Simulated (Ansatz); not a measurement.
Runs of Ansatz 0.2.0 on BeTe. It takes space group F-43m (No. 216, cubic). Conventional cell: a = 5.540 Å, b = 5.540 Å, c = 5.540 Å, α = 90.00°, β = 90.00°, γ = 90.00°. Te (site symmetry -43m) is surrounded by 4 Be at 2.40 Å. Around Be (site symmetry -43m) lie 4 Te at 2.40 Å. 

```csv
task,level,cell,k mesh,smearing,points for each segment of the path,q mesh,gap on the mesh (eV),pressure (GPa),relaxed volume (Å³/atom)
relaxation of cell and atoms,RPBE,relaxed,8 × 8 × 8,fermi-dirac 0.05 eV,-,-,2.19,0.0,(b)
single point,PBE,as given,8 × 8 × 8,gaussian 0.029 eV,-,-,1.86,4.3,-
single point,PBE,as given,8 × 8 × 8,gaussian 0.027 eV,-,-,1.86,4.3,-
single point,PBE,as given,8 × 8 × 8,gaussian 0.026 eV,-,-,1.86,4.3,-
single point,PBE,as given,8 × 8 × 8,gaussian 0.1 eV,-,-,1.86,4.3,-
band structure,revPBE,as given,8 × 8 × 8,fermi-dirac 0.05 eV,14,-,1.93,5.6,-
Born charges and dielectric tensor,LDA,as given,8 × 8 × 8,fixed,-,-,1.77,-,-
phonons,PBE,as given,6 × 6 × 6,fixed,8,2 × 2 × 2,1.86,-,-
relaxation of cell and atoms,BLYP+D3(BJ),relaxed,8 × 8 × 8,fermi-dirac 0.05 eV,-,-,2.16,0.0,(a)
Born charges and dielectric tensor,PBEsol,as given,8 × 8 × 8,fixed,-,-,1.75,-,-
relaxation of cell and atoms,PBE+D3(BJ),relaxed,8 × 8 × 8,fermi-dirac 0.05 eV,-,-,(c),0.0,21.73
single point,LDA,as given,8 × 8 × 8,gaussian 0.02 eV,-,-,1.77,0.5,-
```

Alike in all rows: potentials or basis Ansatz PAW; no spin polarisation; cutoff (eV) 420.

Fill in the values left out.

(a) 21.46; (b) 23.35; (c) 1.92.

Caveats: spin-orbit coupling is left out, which moves the levels of the heavy elements; the PAW data sets come from PBE, with cores solved anew for the run's functional, which leaves a small shift of forces and pressure (some runs); the plane-wave basis is chosen anew once the cell has moved, so the energies of steps on either side of that aren't comparable (some runs).

A k mesh can miss the band edges, and the runs leave out spin-orbit coupling on Te.
